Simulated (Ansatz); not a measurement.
# TiAl under changes of volume

One of the cells (16.065 Å³/atom); the others are scaled copies at fixed shape and fractional positions:

```
Ti Al
1.0
     3.17906    0.00000    0.00000
     0.00000    3.17906    0.00000
     0.00000    0.00000    3.17906
Ti Al
1 1
Direct
  0.00000 0.00000 0.00000
  0.50000 0.50000 0.50000
```

The cell comes from a database or a generator and needn't be the stable form of this composition.

```yaml
Program: Ansatz 0.2.0
Functional: PBEsol
Potentials_or_basis: all-electron LAPW, scalar-relativistic
Cutoff: 222 eV (chosen from the basis error)
Basis_error_allowed: 0.0005 eV/atom
k_mesh: 8 × 8 × 8
Occupations: fermi-dirac, width 0.05 eV
Spin: no spin polarisation
```

```csv
volume (Å³/atom),energy over the lowest point (meV/atom),pressure (GPa)
15.101,9.46,5.2
15.422,2.06,2.4
15.743,0.00,-0.1
16.065,2.75,-2.4
16.386,9.86,-4.5
16.707,20.90,-6.3
17.028,?,?
```

Question: What does the run at 17.028 Å³/atom give?

Answer: Energy over the lowest point 35.50 meV/atom; pressure -8.0 GPa.

Worked out: A Birch-Murnaghan fit of order 3 (a polynomial in V^(-2/3)) to the other rows has its minimum at 15.71 Å³/atom with B0 = V·E''(V) = 119 GPa and B' = 4.0. It gives 35.50 meV/atom at 17.028 Å³/atom, against the run's 35.50, and -dE/dV = -8.1 GPa, against -8.0.

Energies are extrapolated to zero smearing.
